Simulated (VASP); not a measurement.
Al under changes of volume

One of the cells (16.292 Å³/atom); the others are scaled copies at fixed shape and fractional positions:

```xyz
1
Lattice="-1.5970 1.5970 1.5970 1.5970 -1.5970 1.5970 1.5970 1.5970 -1.5970" Properties=species:S:1:pos:R:3 pbc="T T T"
Al    0.0000    0.0000    0.0000
```

This isn't the form of Al at room conditions, which is fcc.

| Property | Result |
| --- | --- |
| Program | VASP 6.6.1 |
| Functional | r2SCAN |
| Potentials or basis | VASP PAW PBE potentials, release 64 (Al) |
| Cutoff | 520 eV |
| k mesh | 10 × 10 × 10 |
| Occupations | fermi-dirac, width 0.05 eV |
| Spin | no spin polarisation |

```tsv
volume (Å³/atom)	energy over the lowest point (meV/atom)	pressure (GPa)
15.640	?	?
15.966	1.82	1.7
16.292	0.00	-0.1
16.618	1.63	-1.6
16.944	6.35	-2.9
```

What does the run at 15.640 Å³/atom give?

Energy over the lowest point 7.50 meV/atom; pressure 3.7 GPa.

Worked out: A Birch-Murnaghan fit of order 2 (a polynomial in V^(-2/3)) to the other rows has its minimum at 16.30 Å³/atom with B0 = V·E''(V) = 84 GPa. It gives 7.43 meV/atom at 15.640 Å³/atom, against the run's 7.50, and -dE/dV = 3.8 GPa, against 3.7.

Energies are extrapolated to zero smearing.

Caveats: the PAW data sets were made with another functional, which shifts forces and pressure a little.
